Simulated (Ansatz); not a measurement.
## Contact densities of BaS against volume

```yaml
crystal:
  lattice:
    - [0.00000, 3.19375, 3.19375]
    - [3.19375, 0.00000, 3.19375]
    - [3.19375, 3.19375, 0.00000]
  atoms:
    - { symbol: Ba, position: [0.00000, 0.00000, 0.00000] }
    - { symbol: S, position: [0.50000, 0.50000, 0.50000] }
```

Atom numbers follow the list: Ba1, S2.

The cell is COD entry 9008600, as deposited and not checked against the literature; nothing was relaxed.

Spin–orbit coupling is left out, though it moves levels of the heavy atoms by tenths of an eV or more.

These are results of DFT, PBE, all-electron PAW with datasets made for the crystal, scalar-relativistic in Ansatz 0.2.0, not measurements.

Numerical set-up: a Γ-centred 8×8×8 k mesh, Fermi–Dirac smearing of 0.02 eV, cutoff 260 eV (chosen by the program for this cell), no spin polarisation.

The contact density is the mean electron density over the nuclear volume; its changes follow the s electrons' response to bonding and compression. Changes below are taken from the unscaled cell, where it is 2.0651e+06 e/Å³ at Ba1, 19783.7 e/Å³ at S2.

Volumes at which the program chose other datasets or cutoffs are left out.

The datasets are made afresh for each cell, so very small changes are uncertain. Scalar relativity leaves out the p1/2 density at heavy nuclei.

Question: Does compression raise or lower the contact density at S2?

Answer: It lowers it, by 0.22 e/Å³ over the whole range.

Question: Tabulate the changes with volume.

Answer: 
```csv
V/V(cell),P (GPa),Δρ(0) Ba1 (e/Å³),Δρ(0) S2 (e/Å³)
0.9400,4.1,1.56,-0.16
0.9500,3.4,1.28,-0.13
0.9600,2.9,1.01,-0.11
0.9800,1.8,0.49,-0.06
0.9900,1.3,0.24,-0.03
1.0000,0.8,0.00,0.00
1.0100,0.4,-0.23,0.03
1.0200,0.0,-0.46,0.06
```
